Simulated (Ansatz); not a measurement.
ZrS2:

```
Zr S
1.0
     3.69138    0.00000    0.00000
    -1.84569    3.19683    0.00000
     0.00000    0.00000    6.04108
Zr S
1 2
Direct
  0.00000 0.00000 0.00000
  0.33333 0.66667 0.23791
  0.66667 0.33333 0.76209
```

The cell is a database's computed one.

- Program: Ansatz 0.2.0
- Task: relaxation of cell and atoms
- Functional: revPBE
- Dispersion: D4
- Potentials or basis: Ansatz PAW
- Cutoff: 420 eV (not typed: the program's choice for these potentials)
- k mesh: 8 × 8 × 5
- Occupations: fermi-dirac, width 0.05 eV
- Spin: no spin polarisation

At the start: volume 23.76 Å³/atom.

How do energy, volume and symmetry change on relaxing?

It ends after 7 steps and the volume is 21.78 Å³/atom (-8.3 %); space group P-3m1 (No. 164, to 0.05 Å).

Step by step:
| step | energy change (eV) | largest force (eV/Å) | volume (Å³) |
| --- | --- | --- | --- |
| 1 | 0.0000 | 0.0657 | 71.29 |
| 2 | -0.0077 | 0.3444 | 63.97 |
| 3 | -0.0398 | 0.0025 | 66.21 |
| 4 | -0.0423 | 0.0258 | 65.34 |
| 5 | -0.0424 | 0.0100 | 65.31 |
| 6 | -0.0424 | 0.0001 | 65.35 |
| 7 | -0.0419 | 0.0002 | 65.35 |

Final structure:
```xyz
3
Lattice="3.6366 0.0000 0.0000 -1.8183 3.1494 0.0000 0.0000 0.0000 5.7062" Properties=species:S:1:pos:R:3 pbc="T T T"
Zr    0.0000    0.0000    0.0000
S     0.0000    2.0996    1.4596
S     1.8183    1.0498    4.2466
```

Caveat: the plane-wave basis is chosen anew once the cell has moved, so the energies of steps on either side of that aren't comparable; the PAW data sets come from PBE, with cores solved anew for the run's functional, which leaves a small shift of forces and pressure.
